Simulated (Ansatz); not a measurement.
Runs of Ansatz 0.2.0 on ZrC. The structure is cubic, space group Fm-3m (No. 225). Conventional cell: a = 4.730 Å, b = 4.730 Å, c = 4.730 Å, α = 90.00°, β = 90.00°, γ = 90.00°. Around Zr (site symmetry m-3m) lie 6 C at 2.37 Å. C (site symmetry m-3m) has 6 Zr at 2.37 Å as nearest neighbours. 

```csv
task,level,potentials or basis,k mesh,cutoff (eV),share of exact exchange,mesh quality,gap on the mesh (eV),pressure (GPa),V0 of scaled cells (Å³/atom),B0 (GPa)
equation of state,PBE,JTH PAW,10 × 10 × 10,990,-,not flagged,-,-,13.04,222
equation of state,PBE,Ansatz PAW earlier set,10 × 10 × 10,800,-,not flagged,-,-,13.06,222
single point,r2SCAN0,Ansatz PAW,6 × 6 × 6,500,0.25,coarse,none,-5.1,-,-
single point,r2SCAN0 form with a typed share of exact exchange,Ansatz PAW,6 × 6 × 6,500,0.1,coarse,none,(a),-,-
equation of state,PBE,SPMS NC,10 × 10 × 10,1034,-,not flagged,-,-,13.09,221
single point,r2SCAN0 form with a typed share of exact exchange,Ansatz PAW,6 × 6 × 6,500,0.5,coarse,-,-7.3,-,-
single point,r2SCAN0 form with a typed share of exact exchange,Ansatz PAW,6 × 6 × 6,500,0.35,coarse,none,(b),-,-
equation of state,PBE,PseudoDojo standard,10 × 10 × 10,1116,-,not flagged,-,-,13.06,222
```

Alike in all rows: no spin polarisation; cell as given; smearing fermi-dirac 0.05 eV.

Q: Estimate the missing entries.

A: (a) -3.7; (b) -6.0.

Caveats: some runs use coarse meshes; the PAW data sets come from PBE, with cores solved anew for the run's functional, which leaves a small shift of forces and pressure (some runs); the thresholds are loose for stress (some runs).

A k mesh can miss the band edges, and the runs leave out spin-orbit coupling on Zr.

A gap of «none» marks a metal or a gap under the smearing width.
